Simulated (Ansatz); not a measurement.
# How much do the gradients of CO2 with an O vacancy depend on the method?

Cell: a supercell of CO2 (space group P4_2/mnm) built from a Materials Project structure (computed, not necessarily an observed phase), with the ions relaxed around the defect (PBE).

Space group Amm2 (No. 38); a = 9.3755, b = 11.9564, c = 11.9564 Å.

```
site  Wyckoff  site symmetry       x       y       z
  C1       2b            mm2  0.5000  0.5000  0.2155
  C2       2a            mm2  0.0000  0.5000  0.2514
  C3       4e            m..  0.5000  0.7485  0.0027
  C4       4d            m..  0.0000  0.7499  0.0012
  C7       2b            mm2  0.5000  0.0000  0.2513
  C8       2a            mm2  0.0000  0.0000  0.2519
  C9       8f              1  0.7514  0.2481  0.2513
 C11       4c            .m.  0.7463  0.5000  0.0048
 C13       4c            .m.  0.7462  0.5000  0.4982
 O17       2a            mm2  0.0000  0.5000  0.1536
 O18       4e            m..  0.5000  0.7500  0.9049
 O19       4d            m..  0.0000  0.7477  0.9034
 O22       2b            mm2  0.5000  0.0000  0.1535
 O23       2a            mm2  0.0000  0.0000  0.1540
 O24       2b            mm2  0.5000  0.5000  0.3103
 O25       2a            mm2  0.0000  0.5000  0.3493
 O26       4e            m..  0.5000  0.7470  0.1006
 O27       4d            m..  0.0000  0.7522  0.0991
 O30       2b            mm2  0.5000  0.0000  0.3492
 O31       2a            mm2  0.0000  0.0000  0.3498
 O32       8f              1  0.7549  0.3459  0.2512
 O34       8f              1  0.7462  0.5979  0.0048
 O36       8f              1  0.7462  0.5979  0.4982
 O38       8f              1  0.7482  0.8497  0.2515
```

One atom of each set is listed; the run and its k-mesh use a cell of 47 atoms with edges of 8.45, 8.45, 9.38 Å.

First run. Method: Kohn–Sham DFT in Ansatz, PBE, plane waves and PAW, scalar-relativistic, 420 eV cutoff, Γ-centred 2×2×2 k-points, Fermi–Dirac smearing 0.01 eV, cell charge +2.

```csv
site,V_zz (10²¹ V/m²),η
C1,-8.46,0.01
C2,-2.91,0.01
C3,-2.91,0.01
C4,-2.90,0.01
C7,-2.91,0.01
C8,-2.90,0.01
C9,-2.90,0.00
C11,-2.90,0.02
C13,-2.90,0.02
O17,6.39,0.50
O23,6.32,0.55
O24,-5.45,0.02
O34,6.35,0.46
O36,6.35,0.46
```

Second run. The same atoms and settings, except that the functional is r2SCAN and the cutoff is 500 eV.

(1) What does the second run give?

Answers

(1) 

```
site   V_zz     η  change of V_zz
  C1  -8.93  0.01           -0.47
  C2  -3.53  0.02           -0.62
  C3  -3.53  0.02           -0.62
  C4  -3.52  0.03           -0.62
  C7  -3.52  0.02           -0.61
  C8  -3.52  0.03           -0.62
  C9  -3.51  0.02           -0.61
 C11  -3.52  0.03           -0.62
 C13  -3.51  0.03           -0.61
 O17   6.93  0.49           +0.54
 O23   6.86  0.53           +0.54
 O24  -5.42  0.01           +0.03
 O34   6.90  0.45           +0.55
 O36   6.89  0.45           +0.54
```

The largest change of V_zz is on C2, from -2.91 to -3.53. In per cent, |V_zz| changes by +6 to +21 on C, 0 to +9 on O (all sites that start above 2). The table leaves out 10 of the 24 sites, with |V_zz| up to 7.05; their tensors move by 0.54 at most along any direction. The statements above cover all sites.

The run isn't spin-polarised, and a state with spin may lie lower. The defect repeats with the cell of 47 atoms, so it feels its images: sites between two images don't show the values beside a lone defect, and zeros or small values of η there can come from the images' arrangement. C and O carry a gradient in the pure host already, so the values there aren't the defect's effect alone. The relaxation keeps the symmetry of the vacancy's site, so distortions that break it, Jahn–Teller ones too, aren't explored. A uniform background compensates the cell's charge. The defect cell has no gap above 0.1 eV on its mesh, so the values can hang on the smearing and the k-mesh.
